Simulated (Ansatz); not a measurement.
Born–Oppenheimer molecular dynamics of a periodic cell of 16 atoms, Au (surface Au(110)). It goes on from the last frame of an earlier run, with new velocities.

Theory: DFT LDA, scalar-relativistic, plane waves, PAW in Ansatz. Settings: accuracy low, PAW set soft_1, cutoff 420 eV, k mesh 2x3x1, fermi-dirac smearing 0.1 eV, no spin polarisation.

| Property | Result |
| --- | --- |
| ensemble | NVE (velocity Verlet) |
| time step | 3 fs |
| steps asked | 300 |
| starting velocities drawn for | 750 K |
| atoms held | 1 to 4 |
| seed | 41985 |

First frame:

```xyz
16
Lattice="8.1600 0.0000 0.0000 0.0000 5.7700 0.0000 0.0000 0.0000 15.3275" Properties=species:S:1:pos:R:3
Au 2.040 1.442 1.000
Au 6.120 1.442 1.000
Au 2.040 4.327 1.000
Au 6.120 4.327 1.000
Au 0.024 -0.080 2.102
Au 4.141 0.051 2.170
Au 0.145 2.794 1.957
Au 4.168 3.026 1.873
Au 2.025 1.094 3.857
Au 6.142 1.190 3.720
Au 2.142 4.142 4.046
Au 6.176 4.002 3.746
Au -0.023 -0.449 5.009
Au 4.419 -0.336 5.010
Au -0.004 2.536 4.740
Au 4.098 2.554 4.717
```

(1) What does the run give?

(2) What happens to the structure?

(3) How do temperature and energy run in time?

Results:

(1) All steps were run.

```yaml
steps_done: 300
time_covered: 900 fs
mean_temperature_over_the_second_half: 582 K
spread_of_the_potential_energy_over_the_second_half: 10.9 meV per atom
mean_potential_energy_of_the_second_half_above_the_start: 16.3 meV per atom
```

The conserved energy stayed within 0.033 meV per atom of its start (net change 0.016 meV per atom), so the integration is sound. A run of 0.9 ps of so small a system gives no equilibrium averages. Limits of this set-up: coarse k mesh, thin slab, slab without dipole correction, PAW files made for another functional, low accuracy level.

(2) Mean squared displacements from the first frame to the last: Au 0.10 Å². This is one draw of velocities; another would differ in detail.

(3) 
| time (fs) | T (K) | potential energy less start (eV) | conserved less start (meV/atom) |
| --- | --- | --- | --- |
| 0.0 | 750 | 0.000 | 0.00 |
| 30.0 | 742 | 0.012 | 0.01 |
| 60.0 | 654 | 0.149 | 0.01 |
| 90.0 | 574 | 0.274 | 0.02 |
| 120.0 | 635 | 0.178 | 0.00 |
| 150.0 | 598 | 0.235 | 0.00 |
| 180.0 | 465 | 0.442 | 0.03 |
| 210.0 | 539 | 0.327 | 0.02 |
| 240.0 | 703 | 0.073 | 0.00 |
| 270.0 | 702 | 0.075 | 0.00 |
| 300.0 | 690 | 0.094 | 0.02 |
| 330.0 | 817 | -0.104 | -0.01 |
| 360.0 | 656 | 0.146 | 0.02 |
| 390.0 | 566 | 0.285 | 0.03 |
| 420.0 | 632 | 0.183 | -0.01 |
| 450.0 | 482 | 0.415 | 0.01 |
| 480.0 | 343 | 0.632 | 0.03 |
| 510.0 | 449 | 0.467 | 0.01 |
| 540.0 | 619 | 0.203 | 0.01 |
| 570.0 | 755 | -0.008 | 0.00 |
| 600.0 | 704 | 0.072 | 0.00 |
| 630.0 | 579 | 0.265 | 0.03 |
| 660.0 | 674 | 0.117 | 0.00 |
| 690.0 | 737 | 0.020 | 0.00 |
| 720.0 | 643 | 0.166 | 0.00 |
| 750.0 | 505 | 0.380 | 0.02 |
| 780.0 | 531 | 0.340 | 0.02 |
| 810.0 | 636 | 0.177 | 0.00 |
| 840.0 | 572 | 0.277 | 0.01 |
| 870.0 | 473 | 0.431 | 0.03 |
| 900.0 | 618 | 0.205 | 0.02 |

Run time: 13 min on 4 threads of AMD EPYC 9R45 96-Core Processor (Zen 5), on a shared host, peak memory 2.3 GiB.
